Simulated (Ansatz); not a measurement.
Method: Ansatz 0.2.0, DFT PBE, scalar-relativistic, plane waves, PAW. All cells share a 420 eV cutoff and Γ-centred k meshes spaced at most about 0.3 Å⁻¹ (about 0.25 or finer for metals, 2π included). Spin is collinear in cells that carry moments; the others ran without spin or lost their moments.

Temperature and zero-point effects are left out.

Two relaxed structures of AlCo:

A. (no moments)

```xyz
4
Lattice="2.6980 0.0000 0.0000 -1.3490 2.3365 0.0000 0.0000 0.0000 7.7512" Properties=species:S:1:pos:R:3 pbc="T T T"
Al    0.0000    0.0000    0.0000
Al    0.0000    0.0000    3.8756
Co    0.0000    1.5577    1.9378
Co    1.3490    0.7788    5.8134
```

B. (parallel moments up to 0.7 μB)

```xyz
2
Lattice="2.7356 0.0000 0.0000 -1.3678 2.3691 0.0000 0.0000 0.0000 3.7962" Properties=species:S:1:pos:R:3 pbc="T T T"
Al    1.3678    0.7897    0.0000
Co    0.0000    0.0000    1.8981
```

Task: Which form is favoured at zero pressure, and by what margin per atom?

Result: B is lower, by 82 meV/atom. A has Al and Co ordered on dhcp sites, space group P6_3/mmc (No. 194), 12.2 Å³/atom and no gap on its mesh; B has Al and Co ordered on hcp sites, space group P-6m2 (No. 187), 12.3 Å³/atom and no gap. Counting all near atoms (those within 1.25 times the shortest distance at each site; a plus sign parts nearer from farther groups), A has Al 12, Co 12 and B has Al 6+6, Co 6+6. Their magnetic states differ too, which can make part of the margin. In A, around Al lie 6 Co at 2.49 Å and 6 Al at 2.70 Å; around Co lie 6 Al at 2.49 Å and 6 Co at 2.70 Å. In B, around Al lie 6 Co at 2.47 Å and 6 Al at 2.74 Å; around Co lie 6 Al at 2.47 Å and 6 Co at 2.74 Å. Both come from invented guesses. The lowest form computed isn't among them: it has the caesium chloride type, space group Pm-3m (No. 221), 11.6 Å³/atom, is reached from a Materials Project cell and lies 265 meV/atom below the best shown.

A magnetic state wasn't ruled out in cells without spin, among them P6_3/mmc. Another magnetic order may lie lower. Cells relaxed within their symmetry can be saddle points. Some structure types and database cells were kept out of the candidates from the start, so a known form may be missing.
